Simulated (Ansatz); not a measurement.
Runs of Ansatz 0.2.0 on TaS2. The structure is trigonal, space group P-3m1 (No. 164). The conventional cell has a = 3.350 Å, b = 3.350 Å, c = 5.860 Å, α = 90.00°, β = 90.00°, γ = 120.00°. Around Ta (site symmetry -3m) lie 6 S at 2.43 Å. Around S (site symmetry 3m) lie 3 Ta at 2.43 Å. 

```tsv
task	level	U	cell	points for each segment of the path	hubbard projectors	double counting	gap on the mesh (eV)	pressure (GPa)	relaxed volume (Å³/atom)	largest force (eV/Å)
band structure	LDA+U	Ta d U = 6 eV	as given	14	ortho-atomic (the default)	fll (the default)	none	4.7	-	0.90
relaxation of cell and atoms	revPBE+D3(BJ)	-	relaxed	-	-	-	none	0.0	17.76	0.01
band structure	PBEsol	-	as given	14	-	-	none	4.4	-	(a)
relaxation of cell and atoms	revPBE+D4	-	relaxed	-	-	-	none	0.0	(b)	-
```

Alike in all rows: potentials or basis Ansatz PAW; no spin polarisation; k mesh 9 × 9 × 5; cutoff (eV) 420; smearing fermi-dirac 0.05 eV.

**Question.** Fill in the values left out.

**Answer.** (a) 0.99; (b) 18.47.

Caveats: the PAW data sets come from PBE, with cores solved anew for the run's functional, which leaves a small shift of forces and pressure; spin-orbit coupling is left out, which moves the levels of the heavy elements (some runs); the plane-wave basis is chosen anew once the cell has moved, so the energies of steps on either side of that aren't comparable (some runs); U without spin polarisation on a metal has little footing (some runs); this functional lacks dispersion, which binds the layers, so the pressure and a relaxed spacing across them are unreliable (some runs).

A k mesh can miss the band edges, and the runs leave out spin-orbit coupling on Ta.

A gap of «none» marks a metal or a gap under the smearing width.

Runs at the PBE level aren't shown here.
